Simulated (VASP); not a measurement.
Write the native input for VASP 6.6.1 that does the following.

| Quantity | Value |
| --- | --- |
| Task | single point |
| Functional | LDA |
| Potentials or basis | VASP PAW LDA potentials, release 64 (Sn_d, Se) |
| Cutoff | 520 eV |
| k mesh | 10 × 10 × 10 |
| Occupations | gaussian, width 0.05 eV |
| Spin | no spin polarisation |
| Dipole correction | no |
| Further INCAR settings | ALGO = Normal; EDIFF = 1e-06; NBANDS = 17 |

The structure of SnSe lies in POSCAR:

```
SnSe
1.0
    0.0000000000      2.6817401395      3.7919805573
    2.6817401395      0.0000000000      3.7919805573
    2.6817401395      2.6817401395      0.0000000000
Sn Se
1 1
Direct
    0.0000000000      0.0000000000      0.0000000000
    0.5000000000      0.5000000000      0.5000000000
```

Measurements of this composition are mostly on another form, of space group No. 62.

One way to write it, as run:

INCAR

```
SYSTEM = SnSe
ALGO = Normal
EDIFF = 1E-6
ENCUT = 520
GGA = CA
ISIF = 2
ISMEAR = 0
LASPH = .True.
LCHARG = .True.
LELF = .True.
LREAL = .False.
LVHAR = .True.
LWAVE = .False.
NBANDS = 17
NELM = 80
PREC = Accurate
SIGMA = 0.05
```

KPOINTS

```
k-points
0
Gamma
  10 10 10
  0 0 0
```

Potentials or basis: VASP PAW LDA potentials, release 64 (Sn_d, Se).

Run with:

```console
$ cat potpaw_LDA.64/Sn_d/POTCAR potpaw_LDA.64/Se/POTCAR > POTCAR
$ mpirun -np 1 vasp_std > vasp.out
```

Results of the run:

| Quantity | Value |
| --- | --- |
| Pressure | 8.2 GPa |
| Band gap on the k mesh | none (metal or under the smearing width) |

Wall time 31 s on 1 thread of Intel(R) Xeon(R) 6975P-C (Granite Rapids) (shared host), peak memory 0.23 GiB.
